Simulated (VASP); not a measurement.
A run of VASP 6.6.1 is set up as follows.

File INCAR:

```
ALGO = Normal
EDIFF = 1E-8
ENCUT = 520
GGA = PE
ISIF = 2
ISMEAR = -1
ISPIN = 2
LASPH = True
LCHARG = False
LEFG = True
LORBIT = 11
LREAL = Auto
LWAVE = False
MAGMOM = 0 0 0 0 0 0 0 0.5 0.5 0.5 0 0.5 0 0 0 0 0 0 0.5 0 0.5 0.5 0.5
NBANDS = 112
NELM = 150
PREC = Accurate
SIGMA = 0.01
```

KPOINTS

```
k-points
0
Gamma
  3 3 3
```

File POSCAR:

```
Ca7F16
1.0
    0.0000000000      5.4620000000      5.4620000000
    5.4620000000      0.0000000000      5.4620000000
    5.4620000000      5.4620000000      0.0000000000
Ca F
7 16
Direct
    0.0000000000      0.0000000000      0.5000000000
    0.0000000000      0.5000000000      0.0000000000
    0.0000000000      0.5000000000      0.5000000000
    0.5000000000      0.0000000000      0.0000000000
    0.5000000000      0.0000000000      0.5000000000
    0.5000000000      0.5000000000      0.0000000000
    0.5000000000      0.5000000000      0.5000000000
    0.1250000000      0.1250000000      0.1250000000
    0.1250000000      0.1250000000      0.6250000000
    0.1250000000      0.6250000000      0.1250000000
    0.1250000000      0.6250000000      0.6250000000
    0.6250000000      0.1250000000      0.1250000000
    0.6250000000      0.1250000000      0.6250000000
    0.6250000000      0.6250000000      0.1250000000
    0.6250000000      0.6250000000      0.6250000000
    0.3750000000      0.3750000000      0.3750000000
    0.3750000000      0.3750000000      0.8750000000
    0.3750000000      0.8750000000      0.3750000000
    0.3750000000      0.8750000000      0.8750000000
    0.8750000000      0.3750000000      0.3750000000
    0.8750000000      0.3750000000      0.8750000000
    0.8750000000      0.8750000000      0.3750000000
    0.8750000000      0.8750000000      0.8750000000
```

Potentials or basis: VASP PAW PBE potentials, release 64 (Ca_sv, F).

Launch:

```sh
$ cat potpaw_PBE.64/Ca_sv/POTCAR potpaw_PBE.64/F/POTCAR > POTCAR
$ mpirun -np 1 vasp_std > vasp.out
```

Question: Estimate the net moment.

Answer: 2.00 μB per cell.

Question: Predict the band gap on the k mesh.

Answer: None (metal or under the smearing width).

Electric field gradients, principal values (V/Å²):
```tsv
atom	Vxx	Vyy	Vzz
1 Ca	1.545	2.662	-4.207
2 Ca	1.545	2.662	-4.207
3 Ca	1.544	2.662	-4.206
4 Ca	1.545	2.662	-4.207
5 Ca	1.544	2.662	-4.206
6 Ca	1.544	2.662	-4.206
7 Ca	0.000	0.000	-0.001
8 F	-38.605	-38.605	77.210
9 F	-38.605	-38.610	77.215
10 F	-38.605	-38.610	77.215
11 F	-3.914	-3.919	7.832
12 F	-38.605	-38.610	77.215
13 F	-3.914	-3.919	7.832
14 F	-3.914	-3.919	7.832
15 F	-3.914	-3.914	7.828
16 F	-3.914	-3.914	7.828
17 F	-3.914	-3.919	7.832
18 F	-3.914	-3.919	7.832
19 F	-38.605	-38.610	77.215
20 F	-3.914	-3.919	7.832
21 F	-38.605	-38.610	77.215
22 F	-38.605	-38.610	77.215
23 F	-38.605	-38.605	77.210
```
